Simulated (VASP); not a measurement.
# CuO (Tenorite) (Cc) in VASP: notebook, part 2 of 2

VASP 6.6.1. The steps go on from the part before.

## 3. Phonons, PBE

POSCAR

```
CuO
1.0
    2.3446500000     -1.7134000000      0.0000000000
    2.3446500000      1.7134000000      0.0000000000
   -0.8605543552      0.0000000000      5.0594363927
Cu O
2 2
Direct
    0.4968000000      0.0032000000      0.5000000000
    0.0032000000      0.4968000000      0.0000000000
    0.4056000000      0.5714000000      0.7537000000
    0.5714000000      0.4056000000      0.2537000000
```

INCAR.step1

```
ALGO = Normal
EDIFF = 1E-8
EDIFFG = -0.002
ENCUT = 600
GGA = PE
IBRION = 2
ISIF = 3
ISMEAR = 0
LASPH = True
LCHARG = False
LREAL = False
LWAVE = False
NELM = 60
NSW = 40
PREC = Accurate
SIGMA = 0.02
```

INCAR.step2

```
ALGO = Normal
EDIFF = 1E-8
ENCUT = 600
GGA = PE
IBRION = 8
ISIF = 2
ISMEAR = 0
LASPH = True
LCHARG = False
LREAL = False
LWAVE = False
NELM = 60
NSW = 1
PREC = Accurate
SIGMA = 0.02
```

KPOINTS

```
k-points
0
Gamma
  7 7 4
```

Potentials or basis: VASP PAW PBE potentials, release 64 (Cu, O).

Started as:

```console
$ cat potpaw_PBE.64/Cu/POTCAR potpaw_PBE.64/O/POTCAR > POTCAR
$ cp INCAR.step1 INCAR
$ mpirun -np 1 vasp_std > vasp.out
$ cp CONTCAR POSCAR
$ cp INCAR.step2 INCAR
$ mpirun -np 1 vasp_std > vasp.out
```

OUTCAR:

```text
EDIFF = 1E-8
   ENCUT = 600
   GGA = PE
   IBRION = 8
   ISIF = 2
   ISMEAR = 0
   LASPH = True
   LREAL = False
   NELM = 60
   NSW = 1
   PREC = Accurate

 ion  position               nearest neighbor table
   1  0.494  0.994  0.502-   3 1.96   4 1.96   4 1.96   3 1.96
   2  0.994  0.494  0.002-   4 1.96   3 1.96   3 1.96   4 1.96
   3  0.493  0.495  0.752-   1 1.96   2 1.96   2 1.96   1 1.96
   4  0.495  0.493  0.252-   2 1.96   1 1.96   1 1.96   2 1.96

  LATTYP: Found a base centered monoclinic cell.
 ALAT       =     4.2725913122
 B/A-ratio  =     0.9487027286
 C/A-ratio  =     1.2101315063
 COS(beta)  =    -0.0038638714

[... 847 lines left out ...]
  1Y    -4.736831   -9.153996   -0.431783   -0.002837    0.443619   -0.002868    2.373876    4.353146    0.222371    2.365792    4.357231    0.212280
  1Z     0.446501   -0.431589  -15.010225   -0.275933    0.004585    3.753147   -0.086687    0.209813    5.632848   -0.083881    0.217192    5.624230
  2X     0.374768   -0.004953   -0.276291   -9.598052    4.736547    0.446805    4.615723   -2.367073   -0.098745    4.607561   -2.364521   -0.071769
  2Y     0.002837    0.443619    0.002868    4.736831   -9.153996    0.431783   -2.365792    4.357231   -0.212280   -2.373876    4.353146   -0.222371
  2Z    -0.275933   -0.004585    3.753147    0.446501    0.431589  -15.010225   -0.083881   -0.217192    5.624230   -0.086687   -0.209813    5.632848
  3X     4.624809    2.361806   -0.073047    4.624791   -2.379290   -0.074407   -7.291268    0.014967    0.443598   -1.958331    0.002517   -0.296143
  3Y     2.365774    4.350595    0.215782   -2.370936    4.351151   -0.214024    0.002325   -6.896508   -0.004635    0.002837   -1.805238    0.002877
  3Z    -0.085683    0.215507    5.604940   -0.088153   -0.217215    5.616524    0.472609   -0.000352  -12.988949   -0.298774    0.002060    1.767484
  4X     4.624791    2.379290   -0.074407    4.624809   -2.361806   -0.073047   -1.958331   -0.002517   -0.296143   -7.291268   -0.014967    0.443598
  4Y     2.370936    4.351151    0.214024   -2.365774    4.350595   -0.215782   -0.002837   -1.805238   -0.002877   -0.002325   -6.896508    0.004635
  4Z    -0.088153    0.217215    5.616524   -0.085683   -0.215507    5.604940   -0.298774   -0.002060    1.767484    0.472609    0.000352  -12.988949

 Eigenvectors and eigenvalues of the dynamical matrix
 ----------------------------------------------------

   1 f  =   15.044081 THz    94.524746 2PiTHz  501.816513 cm-1    62.217290 meV
             X         Y         Z           dx          dy          dz
      2.958020  1.013381  2.833862     0.000699    0.000571   -0.000033
      3.169437 -1.013381  0.257323    -0.000699    0.000571    0.000033
      1.787386  0.004176  4.038917     0.056158   -0.001091   -0.704872
      1.998803 -0.004176  1.462378    -0.056158   -0.001091    0.704872
[... 71 lines left out ...]
  12 f/i=    0.014102 THz     0.088604 2PiTHz    0.470382 cm-1     0.058320 meV
             X         Y         Z           dx          dy          dz
      2.958020  1.013381  2.833862     0.489286   -0.000509   -0.400056
      3.169437 -1.013381  0.257323     0.489286    0.000509   -0.400056
      1.787386  0.004176  4.038917     0.244990    0.000431   -0.201329
      1.998803 -0.004176  1.462378     0.244990   -0.000431   -0.201329

--------------------------------------------------------------------------------------------------------

 ELASTIC MODULI CONTR FROM IONIC RELAXATION (kBar)
 Direction    XX          YY          ZZ          XY          YZ          ZX
 --------------------------------------------------------------------------------
 XX         -11.2056      1.9966     12.7319      0.0000     -0.0000     73.0402
 YY           1.9966     -0.3750     -2.2497     -0.0000      0.0000    -12.8229
 ZZ          12.7319     -2.2497    -14.5373     -0.0000      0.0000    -83.4728
 XY           0.0000     -0.0000     -0.0000    -58.4978     17.4743     -0.0000
 YZ          -0.0000      0.0000      0.0000     17.4743   -330.2850     -0.0000
 ZX          73.0402    -12.8229    -83.4728     -0.0000     -0.0000   -479.7111
 --------------------------------------------------------------------------------
```

OUTCAR.step1:

```text
EDIFF = 1E-8
   EDIFFG = -0.002
   ENCUT = 600
   GGA = PE
   IBRION = 2
   ISIF = 3
   ISMEAR = 0
   LASPH = True
   LREAL = False
[... 997 lines left out ...]
  -------------------------------------------------------------------------------------
  Total       -0.0042825      0.0070277      0.0078614      0.0000000      0.0000000      0.0032878
  in kB       -0.1532516      0.2514881      0.2813239      0.0000000      0.0000000      0.1176559
  external PRESSURE =       0.1265201 kB  Pullay stress =       0.0000000 kB
[... 19 lines left out ...]
  FREE ENERGIE OF THE ION-ELECTRON SYSTEM (eV)
  ---------------------------------------------------
  free  energy   TOTEN  =       -19.7310341467 eV

  energy  without entropy=      -19.7306963072  energy(sigma->0) =      -19.73086523

 reached required accuracy - stopping structural energy minimisation
```

It took 15 min on 1 thread of Intel Xeon 6975P-C (Granite Rapids), shared host; peak memory 0.42 GiB.

Results:

| Quantity | Value |
| --- | --- |
| Relaxed volume | 11.19 Å³/atom |
| Relaxed cell | a = 2.945 Å, b = 2.945 Å, c = 5.170 Å, α = 90.16°, β = 90.16°, γ = 86.98° |
| Space group after relaxing (to 0.05 Å) | Cccm (No. 66) |
| Highest phonon frequency at Γ, LO-TO splitting left out | 502 cm⁻¹ |

The path:
```
step  energy change (eV)  largest force (eV/Å)  pressure (GPa)  volume (Å³)
   1              0.0000                0.7759            6.29        40.65
   2             -0.0673                0.3484           -3.43        43.04
   3             -0.0742                0.3319           -1.40        42.44
   4             -0.0931                0.2465            0.42        42.20
   5             -0.0983                0.2520            2.00        42.00
   6             -0.1133                0.2224            1.57        42.33
   7             -0.1472                0.1244            0.39        43.30
   8             -0.1608                0.1622           -1.69        45.15
   9             -0.1652                0.0886           -0.89        44.47
  10             -0.1889                0.0516           -0.73        44.63
  11             -0.2258                0.2068           -0.38        44.91
  12             -0.2305                0.3002           -0.30        44.98
  13             -0.2414                0.1394           -0.52        44.92
  14             -0.2425                0.0643           -0.49        44.93
  15             -0.2435                0.0373            0.57        44.60
  16             -0.2435                0.0403            0.44        44.63
  17             -0.2443                0.0287            0.01        44.72
  18             -0.2443                0.0303           -0.01        44.73
  19             -0.2449                0.0174           -0.10        44.76
  20             -0.2456                0.0542           -0.31        44.84
  21             -0.2460                0.0431           -0.09        44.79
  22             -0.2461                0.0316            0.16        44.73
  23             -0.2462                0.0296            0.21        44.72
  24             -0.2463                0.0188            0.06        44.76
  25             -0.2463                0.0187           -0.04        44.79
  26             -0.2463                0.0182           -0.04        44.79
  27             -0.2463                0.0126           -0.03        44.79
  28             -0.2464                0.0023           -0.04        44.79
  29             -0.2464                0.0013            0.03        44.77
  30             -0.2464                0.0013            0.01        44.77
```

Final structure:
```xyz
4
Lattice="2.1298 -2.0267 0.1665 2.1298 2.0267 0.1665 -0.4228 0.0000 5.1531" Properties=species:S:1:pos:R:3 pbc="T T T"
Cu    2.9580    1.0134    2.8339
Cu    3.1694   -1.0134    0.2573
O     1.7874    0.0042    4.0389
O     1.9988   -0.0042    1.4624
```

Phonon frequencies in cm⁻¹ (negative: imaginary):
| q point | frequencies |
| --- | --- |
| (0.000, 0.000, 0.000) | 0 0 0 170 171 284 294 299 445 457 489 502 |

Caveat: the run has no spin polarisation, though such a crystal can be magnetic.

## 4. For comparison

An earlier run on the cell as given: functional PBEsol; potentials or basis VASP PAW PBE potentials, release 64 (Cu, O); cutoff 520 eV; k mesh 10 × 10 × 5; occupations fermi-dirac, width 0.05 eV; no spin polarisation.

- Pressure: -2.0 GPa
- Largest force: 0.756 eV/Å
- Band gap on the k mesh: none (metal or under the smearing width)

## 5. Overview

```tsv
task	level	cell	k mesh	cutoff (eV)	smearing	ladder	gap on the mesh (eV)	pressure (GPa)	largest force (eV/Å)
core levels	PBE	as given	10 × 10 × 5	520	gaussian 0.02 eV	-	none	6.3	0.79
phonons	PBE	relaxed	7 × 7 × 4	600	gaussian 0.02 eV	-	-	-	-
single point	PBEsol	as given	10 × 10 × 5	520	fermi-dirac 0.05 eV	free	none	-2.0	0.76
```

Alike in all rows: potentials or basis VASP PAW PBE potentials, release 64 (Cu, O); no spin polarisation.

Caveats: the run has no spin polarisation, though such a crystal can be magnetic; semilocal functionals often make such compounds metallic where correlation or magnetic order opens a gap, which also shifts bond lengths (some runs); the PAW data sets were made with another functional, which shifts forces and pressure a little (some runs).

Absolute energies hang on the potentials; compare differences alone.
